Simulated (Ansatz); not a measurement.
# Zn under changes of volume

One of the cells (15.330 Å³/atom); the others are scaled copies at fixed shape and fractional positions:

```xyz
2
Lattice="2.6700 0.0000 0.0000 -1.3350 2.3123 0.0000 0.0000 0.0000 4.9660" Properties=species:S:1:pos:R:3 pbc="T T T"
Zn    1.3350    0.7708    3.7245
Zn    0.0000    1.5415    1.2415
```

| Quantity | Value |
| --- | --- |
| Program | Ansatz 0.2.0 |
| Functional | r2SCAN |
| Potentials or basis | Ansatz PAW |
| Cutoff | 500 eV (not typed: the program's choice for these potentials) |
| k mesh | 11 × 11 × 6 |
| Occupations | fermi-dirac, width 0.05 eV |
| Spin | no spin polarisation |

| volume (Å³/atom) | energy over the lowest point (meV/atom) | pressure (GPa) |
| --- | --- | --- |
| 14.410 | 0.00 | 0.1 |
| 14.716 | 1.53 | -1.7 |
| 15.023 | 6.35 | -3.3 |
| 15.330 | 14.06 | -4.7 |
| 15.636 | 24.31 | -6.0 |
| 15.943 | ? | ? |
| 16.249 | 51.16 | -8.0 |

Task: What does the run at 15.943 Å³/atom give?

Result: Energy over the lowest point 36.77 meV/atom; pressure -7.0 GPa.

Worked out: A Birch-Murnaghan fit of order 3 (a polynomial in V^(-2/3)) to the other rows has its minimum at 14.43 Å³/atom with B0 = V·E''(V) = 91 GPa and B' = 5.1 at fixed shape and positions, which overstates the stiffness. It gives 36.78 meV/atom at 15.943 Å³/atom, against the run's 36.77, and -dE/dV = -7.0 GPa, against -7.0.

Energies are extrapolated to zero smearing.

Caveats: the PAW data sets come from PBE, with cores solved anew for the run's functional, which leaves a small shift of forces and pressure.
